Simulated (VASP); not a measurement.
Runs of VASP 6.6.1 on TiO2. It takes space group I4_1/amd (No. 141, tetragonal). The conventional cell has a = 3.784 Å, b = 3.784 Å, c = 9.515 Å, α = 90.00°, β = 90.00°, γ = 90.00°. Ti (site symmetry -4m2) is surrounded by 6 O at 1.93 to 1.98 Å. Around O (site symmetry 2mm) lie 3 Ti at 1.93 to 1.98 Å. 

| level | potentials or basis | gap on the mesh (eV) | pressure (GPa) | relaxed volume (Å³/atom) | largest force (eV/Å) |
| --- | --- | --- | --- | --- | --- |
| LDA | VASP PAW LDA potentials, release 64 (Ti_sv, O) | 2.06 | 0.1 | 11.06 | - |
| PBE+D3(BJ) | VASP PAW PBE potentials, release 64 (Ti_sv, O) | 2.08 | 0.0 | 11.46 | 0.01 |
| r2SCAN+rVV10 | VASP PAW PBE potentials, release 64 (Ti_sv, O) | 2.53 | 0.1 | 11.36 | - |
| RPBE | VASP PAW PBE potentials, release 64 (Ti_sv, O) | (c) | 0.0 | (b) | - |
| PBE | VASP PAW PBE potentials, release 64 (Ti_sv, O) | 2.11 | 0.0 | 11.69 | 0.01 |
| rev-vdW-DF2 | VASP PAW PBE potentials, release 64 (Ti_sv, O) | (a) | 0.0 | 11.50 | 0.01 |
| PBEsol | VASP PAW PBE potentials, release 64 (Ti_sv, O) | (d) | 0.0 | 11.33 | - |

Alike in all rows: task relaxation of cell and atoms; no spin polarisation; cell relaxed; k mesh 10 × 10 × 10; cutoff (eV) 600; smearing gaussian 0.03 eV.

Fill in the values left out.

(a) 2.05; (b) 11.97; (c) 2.12; (d) 2.09.

Caveats: the PAW data sets were made with another functional, which shifts forces and pressure a little (some runs).

A k mesh can miss the band edges.

Not every run made on this cell is shown here.
